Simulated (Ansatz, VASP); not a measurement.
This is a calculation of ZnS (Wurtzite-2H) for Ansatz 0.2.0.

File input.yaml:

```yaml
crystal:
  lattice:
    - [3.7854220481, 0.0, 0.0]
    - [-1.8927110241, 3.2782716577, 0.0]
    - [0.0, 0.0, 6.1921598132]
  atoms:
    - { symbol: Zn, position: [0.6666666667, 0.3333333333, 0.5] }
    - { symbol: Zn, position: [0.3333333333, 0.6666666667, 0.0] }
    - { symbol: S, position: [0.6666666667, 0.3333333333, 0.885] }
    - { symbol: S, position: [0.3333333333, 0.6666666667, 0.385] }
kpoints:
  mp_grid: { grid: [8, 8, 5] }
scf:
  occupations: { method: fermi_dirac, width: 0.05 }
hamiltonian:
  xc: pbesol
  pseudopotentials: { kind: all_electron, lapw: { basis_error: 0.002 } }
output:
  forces: true
  stress: true
  eigenvalues: true
```

Potentials or basis: all-electron LAPW, scalar-relativistic.

Run with:

```bash
$ ansatz run input.yaml --threads 2 --pin off --max-ram 6144MiB --backend cpu --events-out ev --progress --plain --runs-dir out
```

**Question.** Translate it to VASP 6.6.1. Potentials there: VASP PAW PBE potentials, release 64 (Zn, S).

**Answer.** As run (the cutoff follows the program's own potentials):

INCAR

```
PREC     = Accurate       # precision mode
ENCUT    = 520            # plane-wave cutoff, eV
EDIFF    = 1E-6           # SCF threshold, eV
ISMEAR   = -1             # smearing method
SIGMA    = 0.05           # smearing width, eV
LREAL    = False          # projectors in reciprocal space
LASPH    = True           # aspherical terms in the spheres
NELM     = 100            # most SCF steps
ALGO     = Normal         # electronic algorithm
ISIF     = 2              # what is computed and relaxed
LWAVE    = False          # write WAVECAR
LCHARG   = True           # write CHGCAR
GGA      = PS             # functional
LELF     = True           # ELF
LVHAR    = True         
NBANDS   = 26             # bands
```

KPOINTS

```
regular mesh
0
Gamma
  8 8 5
```

The input POSCAR:

```
ZnS
1.0
    3.7854220481      0.0000000000      0.0000000000
   -1.8927110241      3.2782716577      0.0000000000
    0.0000000000      0.0000000000      6.1921598132
Zn S
2 2
Direct
    0.6666666667      0.3333333333      0.5000000000
    0.3333333333      0.6666666667      0.0000000000
    0.6666666667      0.3333333333      0.8850000000
    0.3333333333      0.6666666667      0.3850000000
```

Potentials or basis: VASP PAW PBE potentials, release 64 (Zn, S).

The run is started by

```sh
$ cat potpaw_PBE.64/Zn/POTCAR potpaw_PBE.64/S/POTCAR > POTCAR
$ mpirun -np 1 vasp_std > vasp.out
```

Both were run:

|  | VASP | Ansatz | Ansatz less VASP |
| --- | --- | --- | --- |
| gap on the k mesh at the Fermi level (eV) | 2.21 | 2.21 | -0.003 |
| least direct gap on the mesh (eV) | 2.21 | 2.21 | -0.003 |
| pressure (GPa) | 0.5 | 0.3 | -0.23 |
| largest component of the traceless stress (GPa) | 1.43 | 1.42 | -0.015 |
| rms of the force components (eV/Å) | 0.192 | 0.191 | -0.0014 |

Atom by atom the forces differ by 0.001 eV/Å (rms over components). Ansatz ran all-electron here, so the differences hold the error of VASP's frozen core and of both bases.

Caveats: the PAW data sets were made with another functional, which shifts forces and pressure a little (VASP).
